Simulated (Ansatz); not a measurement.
Mn: course of a relaxation

Computed with DFT PBE, scalar-relativistic, plane waves, PAW (Ansatz 0.2.0). Run with 420 eV cutoff, 20×20×20 k-mesh, Gaussian smearing of 0.10 eV, no spin polarisation.

What was changed in Ir: Ir → Mn on all its sites, cell and atoms relaxed.

Command:

```bash
ansatz run input.yaml --threads 1 --pin off --max-ram 2560MiB --backend cpu --events-out ev --progress --plain --runs-dir out
```

Input:

```yaml
crystal:
  lattice:
    - [0.0, 1.7503523121, 1.7503523121]
    - [1.7503523121, 0.0, 1.7503523121]
    - [1.7503523121, 1.7503523121, 0.0]
  atoms:
    - { symbol: Mn, position: [0.0, 0.0, 0.0] }
basis:
  ecutwfc: 420
kpoints:
  mp_grid: { grid: [20, 20, 20] }
hamiltonian:
  xc: pbe
scf:
  occupations: { method: gaussian, width: 0.1 }
output:
  forces: true
  stress: true
  eigenvalues: true
relax:
  adjacent_minimum: "off"
  f_tol: 0.01
  max_steps: 60
  cell: { stress_tol: 0.1 }
```

F is the free energy. Steps run on the plane waves of an earlier cell, but the last one, and at times one on the way, on a freshly chosen basis, so a repeated geometry can differ a little in energy.

Steps:

| step | F − F(1) (eV) | largest force component (eV/Å) | V (Å³/atom) | P (GPa) |
| --- | --- | --- | --- | --- |
| 1 | 0.0000 | 0.000 | 10.725 | 0.45 |
| 2 | 0.0000 | 0.000 | 10.737 | 0.15 |
| 3 | 0.0000 | 0.000 | 10.742 | 0.00 |
| 4 | 0.0000 | 0.000 | 10.742 | 0.00 |

Relaxed structure:

```xyz
1
Lattice="0.0000 1.7513 1.7513 1.7513 0.0000 1.7513 1.7513 1.7513 0.0000" Properties=species:S:1:pos:R:3 pbc="T T T"
Mn    0.0000    0.0000    0.0000
```

The structure is cubic, space group Fm-3m (No. 225). Conventional cell: a = 3.503 Å, b = 3.503 Å, c = 3.503 Å, α = 90.00°, β = 90.00°, γ = 90.00°. Mn (site symmetry m-3m) is surrounded by 12 Mn at 2.48 Å.

The run converged. Time: 9.4 s on 1 thread of Arm Neoverse V2, with other jobs on the host, peak memory 0.31 GiB.